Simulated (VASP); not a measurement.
## Os: single point with PBEsol

Os:

```
Os
1.0
     0.00000    2.00778    2.00778
     2.00778    0.00000    2.00778
     2.00778    2.00778    0.00000
Os
1
Direct
  0.00000 0.00000 0.00000
```

This isn't the form of Os at room conditions, which is hcp.

```
Program             : VASP 6.6.1
Task                : single point
Functional          : PBEsol
Potentials or basis : VASP PAW PBE potentials, release 64 (Os)
Cutoff              : 520 eV
k mesh              : 10 × 10 × 10
Occupations         : methfessel-paxton, width 0.1 eV
Spin                : no spin polarisation
```

```
Pressure               : -44.2 GPa
Band gap on the k mesh : none (metal or under the smearing width)
```

Levels at points of the mesh, in eV from the Fermi level:
| k point | band 1 | band 2 | band 3 | band 4 | band 5 | band 6 | band 7 | band 8 |
| --- | --- | --- | --- | --- | --- | --- | --- | --- |
| (0.00, 0.00, 0.00) | -9.64 | -2.47 | -2.47 | -2.47 | -0.02 | -0.02 | 14.24 | 19.21 |
| (0.50, 0.00, 0.00) | -6.53 | -2.58 | -2.58 | -0.19 | 1.89 | 1.89 | 7.20 | 13.74 |
| (0.50, 0.50, 0.00) | -6.25 | -5.64 | 1.85 | 2.03 | 2.42 | 2.42 | 9.97 | 11.29 |

Run time: 4.2 s on 1 thread of Intel(R) Xeon(R) 6975P-C (Granite Rapids) (shared host), peak memory 0.14 GiB.

Caveat: a pressure of tens of GPa on the cell as given is suspect, and the run, the potentials or the cell itself is likely at fault; the PAW data sets were made with another functional, which shifts forces and pressure a little. Spin-orbit coupling is left out, which matters for the levels of Os.
